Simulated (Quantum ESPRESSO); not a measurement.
The system is TiSi2.

```
CELL_PARAMETERS angstrom
-1.47287 1.71213 4.21208
1.47287 -1.71213 4.21208
1.47287 1.71213 -4.21208
ATOMIC_POSITIONS crystal
Ti 0.00000 0.00000 0.00000
Si 0.67008 0.67008 0.00000
Si 0.32992 0.32992 0.00000
```

The cell comes from a database or a generator and needn't be the stable form of this composition.

```yaml
Program: Quantum ESPRESSO 7.5
Task: single point
Functional: PBEsol
Potentials_or_basis: GBRV 1.5 PBEsol
Cutoff: 612 eV
Density_cutoff: 4898 eV
k_mesh: 12 × 12 × 12
Occupations: fermi-dirac, width 0.05 eV
Spin: no spin polarisation
```

On this cell: pressure -3.7 GPa; largest force 0.065 eV/Å; band gap on the k mesh none (metal or under the smearing width).

The same run follows on a disturbed copy (atoms moved at random, drawn with an rms of 0.05 Å):

```
Ti Si
1.0
    -1.47287    1.71213    4.21208
     1.47287   -1.71213    4.21208
     1.47287    1.71213   -4.21208
Ti Si
1 2
Direct
  0.99363 0.00244 0.00629
  0.68330 0.66758 0.01412
  0.33705 0.31549 0.99488
```

Question: What changes?

Answer: The energy (extrapolated to zero smearing) moves by +6.7 meV/atom; pressure -3.4 GPa; largest force 0.523 eV/Å; band gap on the k mesh none (metal or under the smearing width).

Forces on the atoms (eV/Å):
```
Ti  -0.263  0.369  0.262
Si   0.041 -0.260 -0.157
Si   0.223 -0.109 -0.105
```

Stress tensor (GPa, compression positive):
```
-2.74 -0.09 -0.19
-0.09 -3.44  0.09
-0.19  0.09 -4.00
```
